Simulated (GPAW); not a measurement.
# TiB2 (P6/mmm) in GPAW: single point with PBE

Aim: the single point of TiB2 with PBE.

All numbers are computed with GPAW 26.7.0; they aren't measurements. Logs are shortened: lines on timing, memory, paths and dates and some standing lists are left out, and cuts for length are marked. The log counts tension as positive stress, the text compression.

### Step 1. Starting point

Symmetry: P6/mmm, No. 191, hexagonal system. Conventional cell: a = 3.029 Å, b = 3.029 Å, c = 3.228 Å, α = 90.00°, β = 90.00°, γ = 120.00°. Ti (site symmetry 6/mmm) has 12 B at 2.38 Å as nearest neighbours. B (site symmetry -6m2) has 3 B at 1.75 Å as nearest neighbours.

### Step 2. Single point, PBE

Input file TiB2.cif:

```cif
data_TiB2
_cell_length_a 3.02920000
_cell_length_b 3.02920000
_cell_length_c 3.22840000
_cell_angle_alpha 90.00000000
_cell_angle_beta 90.00000000
_cell_angle_gamma 120.00000000
_space_group_name_H-M_alt 'P1'
_space_group_name_Hall 'P 1'
_space_group_IT_number 1
loop_
_space_group_symop_operation_xyz
'x,y,z'
loop_
_atom_site_label
_atom_site_type_symbol
_atom_site_symmetry_multiplicity
_atom_site_Wyckoff_symbol
_atom_site_fract_x
_atom_site_fract_y
_atom_site_fract_z
_atom_site_occupancy
Ti1 Ti 1 a 0.0000000000 0.0000000000 0.0000000000 1
B1 B 1 a 0.6666666667 0.3333333333 0.5000000000 1
B2 B 1 a 0.3333333333 0.6666666667 0.5000000000 1
```

Potentials or basis: GPAW PAW data sets (gpaw-data 1.2.1), pw.

On the command line:

```
$ OMP_NUM_THREADS=1 gpaw run TiB2.cif -p 'mode=PW(800),xc=PBE,kpts={size:(10,10,8),gamma:True},occupations={name:fermi-dirac,width:0.05},nbands=20,convergence={density:1e-05,energy:1e-05},maxiter=150,txt=gpaw.txt' --properties efs -w gs.gpw
```

What it wrote:

```text
__  _  _
 | _ |_)|_||  |
 |__||  | ||/\| - 26.7.0

Input parameters:
  mode=PW(ecut=800.0),
  convergence={'density': 1e-05, 'energy': 1e-05},
  kpts=MonkhorstPack(size=[10, 10, 8], gamma=True),
  maxiter=150,
  nbands=20,
  occupations=Occupations(name='fermi-dirac', width=0.05),
  xc=XC(name='PBE')

Diagonalizing LCAO Hamiltonian
Converting LCAO to pw mode

         B  B

       Ti

Atoms  # Å, Bohr magnetons
|   | symbol |         x |        y |        z |    initial magnetic moments |
|---|--------|-----------|----------|----------|-----------------------------|
| 0 |     Ti |  0.000000 | 0.000000 | 0.000000 | ( 0.0000,  0.0000,  0.0000) |
| 1 |      B |  1.514600 | 0.874455 | 1.614200 | ( 0.0000,  0.0000,  0.0000) |
| 2 |      B | -0.000000 | 1.748909 | 1.614200 | ( 0.0000,  0.0000,  0.0000) |

Unit cell  # Å
| periodic |         x |        y |        z |  lengths |     angles |
|----------|-----------|----------|----------|----------|------------|
|      yes |  3.029200 | 0.000000 | 0.000000 | 3.029200 |  90.000000 |
|      yes | -1.514600 | 2.623364 | 0.000000 | 3.029200 |  90.000000 |
|      yes |  0.000000 | 0.000000 | 3.228400 | 3.228400 | 120.000000 |

Number of symmetries: 24
Symmetry operations  # r_c * U_cc + t_c -> r_c
|    | kind |            matrix            |
|----|------|------------------------------|
|  0 |  σ   |  1, 1, 0,  0,-1, 0,  0, 0, 1 |
|  1 |  C2  |  1, 1, 0,  0,-1, 0,  0, 0,-1 |
|  2 |  C6  |  1, 1, 0, -1, 0, 0,  0, 0, 1 |
|  3 |  S6  |  1, 1, 0, -1, 0, 0,  0, 0,-1 |
|  4 |  E   |  1, 0, 0,  0, 1, 0,  0, 0, 1 |
|  5 |  σ   |  1, 0, 0,  0, 1, 0,  0, 0,-1 |
|  6 |  σ   |  1, 0, 0, -1,-1, 0,  0, 0, 1 |
|  7 |  C2  |  1, 0, 0, -1,-1, 0,  0, 0,-1 |
|  8 |  σ   |  0, 1, 0,  1, 0, 0,  0, 0, 1 |
|  9 |  C2  |  0, 1, 0,  1, 0, 0,  0, 0,-1 |
| 10 |  C3  |  0, 1, 0, -1,-1, 0,  0, 0, 1 |
| 11 |  S3  |  0, 1, 0, -1,-1, 0,  0, 0,-1 |
| 12 |  C6  |  0,-1, 0,  1, 1, 0,  0, 0, 1 |
| 13 |  S6  |  0,-1, 0,  1, 1, 0,  0, 0,-1 |
| 14 |  σ   |  0,-1, 0, -1, 0, 0,  0, 0, 1 |
| 15 |  C2  |  0,-1, 0, -1, 0, 0,  0, 0,-1 |
| 16 |  σ   | -1, 0, 0,  1, 1, 0,  0, 0, 1 |
| 17 |  C2  | -1, 0, 0,  1, 1, 0,  0, 0,-1 |
| 18 |  C2  | -1, 0, 0,  0,-1, 0,  0, 0, 1 |
| 19 |  i   | -1, 0, 0,  0,-1, 0,  0, 0,-1 |
| 20 |  C3  | -1,-1, 0,  1, 0, 0,  0, 0, 1 |
| 21 |  S3  | -1,-1, 0,  1, 0, 0,  0, 0,-1 |
| 22 |  σ   | -1,-1, 0,  0, 1, 0,  0, 0, 1 |
| 23 |  C2  | -1,-1, 0,  0, 1, 0,  0, 0,-1 |

BZ-sampling:
  Number of BZ points: 800
  Number of IBZ points: 70

  Monkhorst-Pack size: [10, 10, 8]
  Monkhorst-Pack shift: [0.05, 0.05, 0.0625]

K-points  # in reciprocal-cell coordinates
|     |                                coordinates |     weight |
|-----|--------------------------------------------|------------|
|   0 | (  0.00000000,   0.00000000,   0.00000000) | 0.00125000 |
|   1 | (  0.00000000,   0.00000000,   0.12500000) | 0.00250000 |
|   2 | (  0.00000000,   0.00000000,   0.25000000) | 0.00250000 |
|   3 | (  0.00000000,   0.00000000,   0.37500000) | 0.00250000 |
|   4 | (  0.00000000,   0.00000000,   0.50000000) | 0.00125000 |
|   5 | (  0.10000000,   0.00000000,   0.00000000) | 0.00750000 |
|   6 | (  0.10000000,   0.00000000,   0.12500000) | 0.01500000 |
|   7 | (  0.10000000,   0.00000000,   0.25000000) | 0.01500000 |
|   8 | (  0.10000000,   0.00000000,   0.37500000) | 0.01500000 |
|   9 | (  0.10000000,   0.00000000,   0.50000000) | 0.00750000 |
| ... |                                            |            |
|  69 | (  0.50000000,   0.50000000,   0.50000000) | 0.00375000 |

Plane wave coefficients: 1328
Cutoff: 800.0 eV

Spin-components: 1 (collinear spins)
Bands:           20
Projectors:      16
Spin-degeneracy: 2
Datatype:        complex128

Density:
  Valence electrons: 18.0
  Components: 1
  Grid points: [20 20 24]
  Charge: 0.0  # |e|

Potential:
  Grid points: [20 20 24]

species:
  Ti:
    name:    Titanium
    Z:       22.0
    valence: 12
    core:    10
    charge:  0.0  # [|e|]
    compensation charges:
      type: gauss
      rc: 0.38  # [Å]
      lmax: 2
    cutoffs:
      filter: 2.23  # [Å]
      core: 1.02  # [Å]
    projectors
    | kind |    occ | energy [eV] | rcut [Å] |
    |------|--------|-------------|----------|
    |   3s |  2.000 |     -62.623 |    1.270 |
    |   4s |  2.000 |      -4.466 |    1.270 |
    |   3p |  6.000 |     -38.862 |    1.058 |
    |   4p |  0.000 |      -1.466 |    1.058 |
    |   3d |  2.000 |      -4.258 |    1.058 |
    |    d |        |      22.953 |    1.058 |

    Using partial waves for Ti as LCAO basis

  B:
    name:    Boron
    Z:       5.0
    valence: 3
    core:    2
    charge:  0.0  # [|e|]
    compensation charges:
      type: gauss
      rc: 0.20  # [Å]
      lmax: 2
    cutoffs:
      filter: 1.14  # [Å]
      core: 1.38  # [Å]
    projectors
    | kind |    occ | energy [eV] | rcut [Å] |
    |------|--------|-------------|----------|
    |   2s |  2.000 |      -9.443 |    0.635 |
    |   2p |  1.000 |      -3.606 |    0.635 |
    |    s |        |      17.768 |    0.635 |
    |    p |        |      23.605 |    0.635 |
    |    d |        |       0.000 |    0.635 |

    Using partial waves for B as LCAO basis

Reference energy: -24562.993416  # eV

eigensolver:
  PPCG
  Converge bands: occupied
  niter=2

density mixing:
  MSR1-Mixer
  Pratt-step length: 0.05
  Maximum mixing coefficient: 0.75
  Old densities: 10
  SVD Regularization: 0.005
  Good broyden scale: 1.0
  Trust region scale: 1.0
  Backstep threshold: 4.0
  History deletion threshold: 6.0
  Fourier metric: weight=20.0, sigma=0.015

occupation numbers:
  Fermi-Dirac:
    width: 0.0500  # eV

poisson solver:
  ecut: 6400.0  # eV

xc functional:
  name: PBE with 2 nearest neighbor stencil

convergence criteria:
- Maximum integral of absolute [dens]ity change: 1e-05 electrons / valence electron
- Maximum [total energy] change in last 3 cyles: 1e-05 eV / valence electron
- Maximum integral of absolute [eigenst]ate change: 4e-08 eV^2 / valence electron
maximum number of iterations: 150

SCF iterations
|iter     | |      energy | eigst |  dens |
|---------|-|-------------|-------|-------|
|iter:   1| |  -25.063840 | +0.24 |       |
|iter:   2| |  -24.501471 | -2.35 | -0.93 |
|iter:   3| |  -23.290890 | -1.20 | -1.00 |
|iter:   4| |  -23.268057 | -2.55 | -1.70 |
|iter:   5| |  -23.275595 | -3.25 | -1.99 |
|iter:   6| |  -23.275434 | -4.02 | -2.52 |
|iter:   7| |  -23.275399 | -5.37 | -3.12 |
|iter:   8| |  -23.275399c| -7.20 | -4.18 |
|iter:   9| |  -23.275400c| -8.33c| -4.72 |
|iter:  10| |  -23.275400c| -8.35c| -5.34c|

Converged in 10 steps
Energy contributions relative to reference atoms: (reference = -24562.993416)

Energy contributions:
  Kinetic:          20.984016
  Coulomb:         -19.116781
  Zero:              0.051796
  External:          0.000000
  Xc:              -25.191260
  Entropy:          -0.006343
  Spinorbit:         0.000000
  ----------------------------
  Free energy:     -23.278571
  Extrapolated:    -23.275400

dipole moment: (-4.820401, -8.349179, -10.274780)  # |e|*Ang

Fermi level: 11.416
Eigenvalues  # (at kpt = [0.000, 0.000, 0.000])
| band index |      eig [eV] | occ [0-2] |
|------------|---------------|-----------|
|          0 |       -45.457 |     2.000 |
|          1 |       -21.820 |     2.000 |
|          2 |       -21.514 |     2.000 |
|          3 |       -21.514 |     2.000 |
|          4 |        -2.035 |     2.000 |
|          5 |         8.867 |     2.000 |
|          6 |         8.867 |     2.000 |
|          7 |         9.133 |     2.000 |
|          8 |         9.362 |     2.000 |
|          9 |        13.376 |     0.000 |
|         10 |        13.376 |     0.000 |
|         11 |        15.126 |     0.000 |
|         12 |        15.126 |     0.000 |
|         13 |        17.235 |     0.000 |
|         14 |        17.235 |     0.000 |
|         15 |        18.382 |     0.000 |
|         16 |        20.586 |     0.000 |
|        ... |               |           |
|         19 |        35.432 |     0.000 |

No gap
No difference between direct/indirect transitions

Forces  # eV/Ang
|        x |        y |       z |
|----------|----------|---------|
|  0.00000 |  0.00000 | 0.00000 |  # Ti   0
|  0.00000 | -0.00000 | 0.00000 |  # B    1
| -0.00000 |  0.00000 | 0.00000 |  # B    2

Stress tensor  # eV/Ang^3
|         x |         y |         z |
|-----------|-----------|-----------|
| -0.004536 |  0.000000 |  0.000000 |
|  0.000000 | -0.004536 |  0.000000 |
|  0.000000 |  0.000000 | -0.004060 |

# Writing to gs.gpw (mode='')
```

Wall time 28 s (1 thread of Arm Neoverse V2, shared host); peak memory 0.18 GiB.

What came out:

```yaml
Free_energy: -23.2786 eV
Pressure: 0.7 GPa
Band_gap_on_the_k_mesh: none (metal or under the smearing width)
```

Stress tensor (GPa, compression positive):
```
0.73 0.00 0.00
0.00 0.73 0.00
0.00 0.00 0.65
```
